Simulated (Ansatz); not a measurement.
NaBr (rock salt, Fm-3m), PBEsol (plane waves, PAW; program Ansatz): ε∞ = 2.94, cell volume 52.05 Å³. Infrared-active transverse modes:

```tsv
ω_TO (cm⁻¹)	oscillator strength S_xx (e²/amu)
136.4	0.07094
```

Problem. Compute the static dielectric constant.

Solution. Each mode adds (4.921e7/V) S/ω²: 3.61. So ε0 = 6.55.

Problem. What LO frequency does the Lyddane–Sachs–Teller relation give?

Solution. ω_LO = ω_TO √(ε0/ε∞) = 204 cm⁻¹.

The cell was relaxed with PBEsol under the symmetry of its start; of distortions, only those at the zone centre were tested. Spin–orbit coupling is left out wherever it is not named.

Potentials: the later of the program's two PAW sets.
